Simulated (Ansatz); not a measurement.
## NbP (I4_1md), ideal shear of a crystal plane

All numbers below come from Ansatz, DFT PBEsol, scalar-relativistic, plane waves, PAW. Cutoff 420 eV, Γ-centred 14×14×4 k-points, Gaussian smearing of 0.15 eV. No spin polarisation. Energies are free energies at this smearing, counted from the undisturbed cell; pressure is positive in compression.

Reference structure (relaxed at this level; it needn't be the usual structure):

```xyz
8
Lattice="-3.3203 0.0000 0.0000 0.0000 -3.3203 0.0000 0.0000 0.0000 11.2904" Properties=species:S:1:pos:R:3 pbc="T T T"
Nb    0.0000    0.0000    6.5923
Nb   -1.6601   -1.6601    0.9471
Nb   -1.6601    0.0000    3.7697
Nb    0.0000   -1.6601    9.4149
P     0.0000    0.0000    1.8758
P    -1.6601   -1.6601    7.5210
P     0.0000   -1.6601    4.6984
P    -1.6601    0.0000   10.3436
```

The cut lies on the cell's a–b face, a (0 0 1) plane (indices in the standard cell, whose axes needn't be the Cartesian ones shown) of area 11.02 Å², between layers 1.89 Å apart. Vector c is tilted by f times 1·a + 0·b (length 3.320 Å) with the atoms' Cartesian places fixed: one unrelaxed fault a cell. The traction is dγ/du, the slope of γ against the slip u in Å. Some rows repeat others by symmetry and weren't run.

```
     f  γ (mJ/m²) traction (GPa)
0.0000          0             0.0
0.1000        168            10.2
0.2000        669            19.4
0.3000       1379            21.9
0.4000       2035            15.8
0.5000       2311             0.0
0.6000       2035           -15.8
0.8000        669           -19.4
```

Q: Read off the first barrier and the stress needed to climb it, and compare with Frenkel's sinusoid.

A: The first sampled maximum lies at f = 0.500, a slip of 1.66 Å, with γ ≈ 2311 mJ/m², which stands in for the unstable fault energy γ_us, and the steepest sampled slope before it is 21.9 GPa. A sinusoid γ = γ_us sin²(πu/λ) with its maximum there has λ = 3.32 Å and a largest slope πγ_us/λ = 21.9 GPa (1 mJ/m² per Å = 0.01 GPa).

Q: Is there a metastable fault on this line?

A: Apart from points where γ returns to about zero, no local minimum shows among the samples, so at this sampling the line offers no fault for a dislocation to split on; a fault can still lie off the line.

The cut is rigid; relaxing the faces lowers these energies and usually the stresses.

In a metal these slopes depend on the k mesh and the smearing.

Cost: 6 runs of about 6.2 core-minutes in all, on Intel Xeon Platinum 8488C (Sapphire Rapids) (shared hosts).